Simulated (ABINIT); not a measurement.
Ti:

```
Ti
1.0
     4.56737    0.00000    0.00000
    -2.28369    3.95546    0.00000
     0.00000    0.00000    2.82624
Ti
3
Direct
  0.66667 0.33333 0.50000
  0.33333 0.66667 0.50000
  0.00000 0.00000 0.00000
```

This isn't the form of Ti at room conditions, which is hcp.

| Item | Value |
| --- | --- |
| Program | ABINIT 10.8.3 (patched build) |
| Task | relaxation of cell and atoms |
| Functional | PBE |
| Dispersion | D3 |
| Potentials or basis | JTH PAW PBE v2.0 |
| Cutoff | 408 eV |
| k mesh | 7 × 7 × 9 |
| Occupations | fermi-dirac, width 0.05 eV |
| Spin | no spin polarisation |

At the start: pressure -4.2 GPa; volume 17.02 Å³/atom.

**Question.** How do energy, volume and symmetry change on relaxing?

**Answer.** Over 5 steps the energy falls by 8.8 meV/atom and the volume is 16.39 Å³/atom (-3.7 %); space group P6/mmm (No. 191, to 0.05 Å).

The path:
```
step  energy change (eV)  largest force (eV/Å)  pressure (GPa)  volume (Å³)
   1              0.0000                0.0000           -4.18        51.06
   2             -0.0080                0.0000           -3.52        50.74
   3             -0.0264                0.0000            0.13        49.11
   4             -0.0261                0.0000            0.01        49.16
   5             -0.0263                0.0000           -0.02        49.17
```

Final structure:
```xyz
3
Lattice="4.5068 0.0000 0.0000 -2.2534 3.9030 0.0000 0.0000 0.0000 2.7956" Properties=species:S:1:pos:R:3 pbc="T T T"
Ti    2.2534    1.3010    1.3978
Ti    0.0000    2.6020    1.3978
Ti    0.0000    0.0000    0.0000
```

Caveat: the log and the count of SCF iterations are those of the last ABINIT call alone; pairwise dispersion overbinds metals, which lowers pressure and volume.
